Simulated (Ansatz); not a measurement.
# Ta2C: straining the crystal, biaxial strain in the a-b plane

The task here is to estimate one member of a computed series from the others.

Method: DFT r2SCAN, scalar-relativistic, plane waves, PAW, in Ansatz 0.2.0.

2 further runs of the same task are left out: 2 set aside as unsound or not needed.

## The system as given

It takes space group P-3m1 (No. 164, trigonal). The conventional cell has a = 3.110 Å, b = 3.110 Å, c = 4.942 Å, α = 90.00°, β = 90.00°, γ = 120.00°. Ta (site symmetry 3m) is surrounded by 3 C at 2.19 Å. C (site symmetry -3m) has 6 Ta at 2.19 Å as nearest neighbours.

Structure file:

```xyz
3
Lattice="3.1102 0.0000 0.0000 -1.5551 2.6935 0.0000 0.0000 0.0000 4.9423" Properties=species:S:1:pos:R:3 pbc="T T T"
Ta    0.0000    1.7957    1.2532
Ta    1.5551    0.8978    3.6891
C     0.0000    0.0000    0.0000
```

This cell was relaxed beforehand with the same method: volume 13.80 Å³/atom, gap on the mesh none (metal).

The first run:

Input file input.yaml:

```yaml
crystal:
  lattice:
    - [3.1101644565, 0.0, 0.0]
    - [-1.5550822283, 2.6934814293, 0.0]
    - [0.0, 0.0, 4.9422989461]
  atoms:
    - { symbol: Ta, position: [0.3333333333, 0.6666666667, 0.2535635792] }
    - { symbol: Ta, position: [0.6666666667, 0.3333333333, 0.7464364208] }
    - { symbol: C, position: [0.0, 0.0, 0.0] }
basis:
  ecutwfc: 500
kpoints:
  mp_grid: { grid: [18, 18, 10] }
hamiltonian:
  xc: r2scan
scf:
  occupations: { method: gaussian, width: 0.1 }
output:
  forces: true
  stress: true
  eigenvalues: true
```

Launch:

```bash
$ ansatz run input.yaml --threads 1 --pin off --max-ram 2560MiB --backend cpu --events-out ev --progress --plain --runs-dir out
```

Among the steps run: Reference cell for the strains; Strain -1.0 %; The cell strained by +1.0 %; The cell strained by -2.0 %; At +2.0 %; At -3.0 %; At +3.0 %.

One of the session's tables, all rows but one given; the rest of the session is left out.

Lengths are those of the vectors of the cell that was run; stresses in GPa:

```
strain (%)  ΔE (meV/atom)  a (Å)  b (Å)  c (Å)
      -3.0           48.4  3.017  3.017  5.028
      -2.0              ?      ?      ?      ?
      -1.0            5.1  3.079  3.079  4.970
      +0.0            0.0  3.110  3.110  4.942
      +1.0            5.0  3.141  3.141  4.916
      +2.0           19.3  3.172  3.172  4.890
      +3.0           42.2  3.203  3.203  4.864
```

**Question.** Estimate the row for strain (%) = -2.0.

Worked estimate for «ΔE (meV/atom)». A straight line through the neighbours (-3.0, 48.4) and (-1.0, 5.1) gives 48.4 + (5.1 − 48.4) × (-2.0 + 3.0) / (-1.0 + 3.0) = 26.8; a parabola fitted to 3 rows on both sides gives 21.2.

**Answer.** ΔE (meV/atom): 21.0; a (Å): 3.048; b (Å): 3.048; c (Å): 4.998. In «ΔE (meV/atom)» the line misses by +5.8 and the parabola by +0.2.

ΔE is over the unstrained cell. Stress in GPa, positive in compression, on the Cartesian axes of the input. 
